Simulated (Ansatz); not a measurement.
# InP under changes of volume

One of the cells (25.167 Å³/atom); the others are scaled copies at fixed shape and fractional positions:

```
In P
1.0
     0.00000    2.93050    2.93050
     2.93050    0.00000    2.93050
     2.93050    2.93050    0.00000
In P
1 1
Cartesian
  0.0000 0.0000 0.0000
  4.3957 4.3957 4.3957
```

| Property | Result |
| --- | --- |
| Program | Ansatz 0.2.0 |
| Functional | SVWN5 |
| Potentials or basis | Ansatz PAW |
| Cutoff | 420 eV (not typed: the program's choice for these potentials) |
| k mesh | 8 × 8 × 8 |
| Occupations | fermi-dirac, width 0.05 eV |
| Spin | no spin polarisation |

```tsv
volume (Å³/atom)	energy over the lowest point (meV/atom)	pressure (GPa)	gap on the mesh (eV)
23.657	10.84	3.4	0.82
24.160	2.82	1.7	0.70
24.663	0.00	0.1	0.59
25.167	1.80	-1.3	0.48
25.670	7.73	-2.5	0.37
26.173	17.33	-3.6	0.27
26.677	?	?	?
```

Question: What does the run at 26.677 Å³/atom give?

Answer: Energy over the lowest point 30.20 meV/atom; pressure -4.6 GPa; gap on the mesh 0.17 eV.

Worked out: A Birch-Murnaghan fit of order 3 (a polynomial in V^(-2/3)) to the other rows has its minimum at 24.71 Å³/atom with B0 = V·E''(V) = 72 GPa and B' = 4.7. It gives 30.23 meV/atom at 26.677 Å³/atom, against the run's 30.20, and -dE/dV = -4.6 GPa, against -4.6. A straight line through the other rows of the gap, of slope -5.44 eV per unit of ln V (its deformation potential), extrapolates to 0.16 eV, against the run's 0.17.

Energies are extrapolated to zero smearing.

Caveats: spin-orbit coupling is left out, which moves the levels of the heavy elements; the PAW data sets come from PBE, with cores solved anew for the run's functional, which leaves a small shift of forces and pressure.
